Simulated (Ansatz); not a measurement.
# GaAs (F-43m): from the cell to its phonons

Aim: the phonons of GaAs (F-43m) at a cell relaxed beforehand at this level. After the zone centre comes a 4×4×4 q mesh on a 12×12×12 k mesh.

Method: DFT PBE, scalar-relativistic, plane waves, PAW, in Ansatz 0.2.0.

**1. The starting structure**

The structure is cubic, space group F-43m (No. 216). The conventional cell has a = 5.745 Å, b = 5.745 Å, c = 5.745 Å, α = 90.00°, β = 90.00°, γ = 90.00°. Nearest to Ga lie 4 As at 2.49 Å. Nearest to As lie 4 Ga at 2.49 Å. Farther neighbours are not listed.

**2. Modes at Γ**

The cell comes from relaxations at this level that are not shown. The zone centre comes first: it holds the modes that light can see, as far as symmetry allows. No field response is asked.

input.yaml reads:

```yaml
crystal:
  lattice:
    - [0.0, 2.8726922801, 2.8726922801]
    - [2.8726922801, 0.0, 2.8726922801]
    - [2.8726922801, 2.8726922801, 0.0]
  atoms:
    - { symbol: Ga, position: [0.0, 0.0, 0.0] }
    - { symbol: As, position: [0.25, 0.25, 0.25] }
kpoints:
  mp_grid: { grid: [12, 12, 12] }
hamiltonian:
  xc: pbe
scf:
  occupations: { method: gaussian, width: 0.02 }
output:
  eigenvalues: true
phonons:
  method: dfpt
```

Run with:

```bash
ansatz run input.yaml --threads 4 --pin off --max-ram 7168MiB --backend cpu --events-out ev --progress --plain --runs-dir out
```

Numbers of over 12 decimals in the logs are rounded to 6 here.

What it wrote:

```text
zone centre: on kpoints.mp_grid the ground state, and the responses unless they are solved on pairs of k-points, stand on 163 of the mesh's 1728 k-points, reduced under 8 symmetry operations, with k and −k counted as one. Each operation leaves every solved displacement unchanged or reverses it
Engine: ansatz 0.2.0, aarch64-unknown-linux-gnu
Pseudopotentials: kind: paw
Pseudopotential: Ga, paw, valence charge 13, recommended cutoff 420 eV (normal), Ga.paw.azcp
Pseudopotential: As, paw, valence charge 15, recommended cutoff 420 eV (normal), As.paw.azcp
Functional definition: PBE
  parameter kappa = 0.804
  parameter beta = 0.066725
  exchange = pbe_x(kappa = kappa, mu = beta*pi^2/3)
  correlation = pbe_c(beta = beta)
Crystal: 2 atoms, lattice volume = 47.413 Å³
Basis set: ecut = 420 eV, 941 PW (Γ), exchange–correlation on 60×60×60 points (8 copies of the dense FFT grid, shifted against one another)
Bands: 18, of which v1, the nominal top of the filled ones, is band 14 counted from 1 (13 counted from 0)
Symmetry: 24 space group operations
k-points: 163 of 1728 (irreducible under 8 space group operations, time reversal used)
Non-local potential: Ga, projectors of the file, l = 0: 2, l = 1: 2, l = 2: 3, l = 3: 1
Non-local potential: As, projectors of the file, l = 0: 2, l = 1: 2, l = 2: 3, l = 3: 1
PAW form: soft (Blöchl's): semilocal exchange-correlation on the pseudo side does not see the compensation charge
PAW one-centre angular grid: Ga, 590 points (default); XC on 64 Gauss nodes
PAW one-centre angular grid: As, 590 points (default); XC on 64 Gauss nodes
Initial density: superposition of atomic densities (neutral atoms: chi_scale 0, normalization atom), corrected by the library's trained network
Initial wavefunctions: pseudopotential atomic-orbital guess
Functional: x = pbe(κ = 0.804, μ = 0.219515), c = pbe(β = 0.066725)
SCF iter   1: F=—  HF=-8639.861611 eV  |F-HF|=—  |Δ(HF+E_count)|=         —  Δρ=1.94e-3  dr2=3.12e-3  ethr=1.77e-3  ⟨swp⟩=6.0  Hψ=13696  notcnv=0
preconditioner: auto → none  [insulator: Δε(μ)=0.150 eV  Ē_g=15.262 eV  σ=0.020 eV  W_gap=1.00  n_scr=14 (ndim 8)  ℏωp=22.9 eV  f_vac=0.103  D(μ)=0.00/eV (n_scr^D=0)  ε∞_Penn≈3.2]
SCF iter   2: F=—  HF=-8639.860666 eV  |F-HF|=—  |Δ(HF+E_count)|=   9.45e-4  Δρ=8.58e-4  dr2=3.43e-4  ethr=1.11e-5  ⟨swp⟩=2.0  Hψ=6357  notcnv=0
SCF iter   3: F=—  HF=-8639.860612 eV  |F-HF|=—  |Δ(HF+E_count)|=   5.43e-5  Δρ=2.91e-4  dr2=4.89e-5  ethr=1.23e-6  ⟨swp⟩=2.0  Hψ=4857  notcnv=0
SCF iter   4: F=—  HF=-8639.860629 eV  |F-HF|=—  |Δ(HF+E_count)|=   1.78e-5  Δρ=1.09e-4  dr2=4.98e-6  ethr=1.75e-7  ⟨swp⟩=2.0  Hψ=4401  notcnv=0
SCF iter   5: F=—  HF=-8639.860637 eV  |F-HF|=—  |Δ(HF+E_count)|=   7.76e-6  Δρ=2.44e-5  dr2=1.35e-7  ethr=1.78e-8  ⟨swp⟩=2.0  Hψ=4401  notcnv=0
SCF iter   6: F=—  HF=-8639.860638 eV  |F-HF|=—  |Δ(HF+E_count)|=   7.42e-7  Δρ=7.75e-6  dr2=2.20e-8  ethr=4.81e-10  ⟨swp⟩=2.0  Hψ=5216  notcnv=0
SCF iter   7: F=—  HF=-8639.860638 eV  |F-HF|=—  |Δ(HF+E_count)|=   3.47e-8  Δρ=9.24e-7  dr2=2.39e-10  ethr=7.84e-11  ⟨swp⟩=2.0  Hψ=5195  notcnv=0
SCF iter   8: F=—  HF=-8639.860638 eV  |F-HF|=—  |Δ(HF+E_count)|=  8.59e-10  Δρ=1.96e-7  dr2=1.09e-11  ethr=1.00e-12  ⟨swp⟩=2.0  Hψ=5216  notcnv=0
SCF iter   9: F=-8639.860638 eV  HF=-8639.860638 eV  |F-HF|=0.00e0  |Δ(HF+E_count)|=  1.27e-11  Δρ=2.83e-8  dr2=1.76e-13  ethr=1.00e-12  ⟨swp⟩=5.0  Hψ=12551  notcnv=0
SCF 1 converged in 9 iterations: F = -8639.860638 eV  dr2 = 1.76e-13
  greatest PAW one-centre occupation: 0.999 electrons in one spin orbital (limit 2), on the As atom at site 1 (counted from 0), in its partial waves of l = 2
DFPT response loops at Γ: preconditioner auto → none (the input reference at scf.mixing.eps_inf says where Resta's filter doesn't serve); β = 0.50; Broyden in place of MSR1
SCF converged after 9 iterations
Free energy (F): -8639.860638 eV
Harris-Foulkes:  -8639.860638 eV  (|F-HF|=0.00e0)
Internal energy: -8639.860638 eV  (E = F + TS)
E sigma→0 (E₀):  -8639.860638 eV
Fermi energy:    7.623328 eV
--- Per-component energies (eV) ---
  E_band       = -327.439012
  E_kinetic    = 218.181492
  E_local      = -3985.353628  (includes V_loc(G=0)·N_el)
  E_nonlocal   = -245.776761
  E_hartree    = 2000.991700
  E_xc         = -147.835037
  E_vxc        = -136.630454  (∫ρ·V_xc dr)
  E_paw        = -3824.406673  (= ΣΔE_a)
  E_vpaw       = -179.842929  (= ΣTr[D̂ρ^β])
  E_aug_tail   = -0.000108  (compensation charges beyond the density's cutoff)
  E_ewald      = -2655.661623
  E_smearing   = -0.000000  (= −TS)
  E_closure    = -0.000000  (closes the sum)
  Σ components = -8639.860638   (vs F -8639.860638, Δ=0.00e0)
--- Band table (eV; the first three rows and the last of 163) ---
  k-point 0: bands = [... 10 lower, -4.8500, 7.5416, 7.5416, 7.5416, 7.7024, 11.2677, 11.2677, 11.2677]
  k-point 1: bands = [... 10 lower, -4.7738, 6.2606, 7.4371, 7.4371, 8.6518, 11.3930, 11.4256, 11.4256]
  k-point 2: bands = [... 10 lower, -4.5521, 4.8413, 7.1891, 7.1891, 8.9802, 11.7833, 11.7833, 12.0815]
  k-point 162: bands = [... 10 lower, -2.5098, 1.1182, 4.2328, 4.4243, 11.9389, 12.2398, 12.8030, 13.5694]
--- Phonons (Γ-DFPT): 2 representative perturbations + reference, on 163 of 1728 k-points (Σ response iterations 6) ---
  k mesh reduced under 8 symmetry operations, with k and −k counted as one. Each operation leaves every solved displacement unchanged or reverses it
  ASR residual: 1.054e-5 → 0.000e0 eV/Å²; symmetrization residual: 1.318e-5 eV/Å²
  ASR residual per site (eV/Å²): 8.51e-6 1.05e-5
  Γ frequencies (cm⁻¹): 0.00 0.00 0.00 251.87 251.87 251.87
  non-analytic LO–TO correction: not included (Born effective charges unavailable; polar crystals: no LO–TO splitting at Γ)
```

Wall time 13 s (4 threads of Arm Neoverse V1, shared host); peak memory 0.72 GiB.

The column dr2 measures how far the density is from self-consistency, as an energy; F and HF (Harris–Foulkes) agree once it is small.

Numbers from this step:

* gap on the k-mesh: 0.1607 eV
* volume per atom: 23.71 Å³
* sum-rule residual before enforcement: 1.05e-5 eV/Å²
* point group: -43m
* highest optical mode at the zone centre (no LO-TO term): 251.9 cm⁻¹
* lowest optical zone-centre mode: 251.9 cm⁻¹

Without the LO-TO term. Patterns of degenerate modes are one choice out of their space. Modes at Γ, with each element's share of the kinetic energy:

```tsv
mode	frequency (cm⁻¹)	symmetry	Ga %	As %
1	0.0	acoustic	48	52
2	0.0	acoustic	48	52
3	0.0	acoustic	48	52
4	251.9	T2	52	48
5	251.9	T2	52	48
6	251.9	T2	52	48
```

Displacements in mode 6 (251.9 cm⁻¹), the largest set to 1:
```
Ga1  0.00  1.00  0.00
As2  0.00 -0.93  0.00
```

Before it was imposed, the acoustic sum rule was missed by 1.1e-5 eV/Å². Small misses are needed for a sound result but don't prove that mesh and cutoff are converged. The lowest optical mode is real, 252 cm⁻¹.

[end of part 1 of 3]

[Logs are printed without paths, hosts, clocks, repeated set-up lines and the standing remarks that a program may print on its own settings, such as how far it seeks lower states.]

[Hosts, paths, dates, database ids (printed as entryN), source tags and the programs' standing remarks are cut or masked in the printed files.]
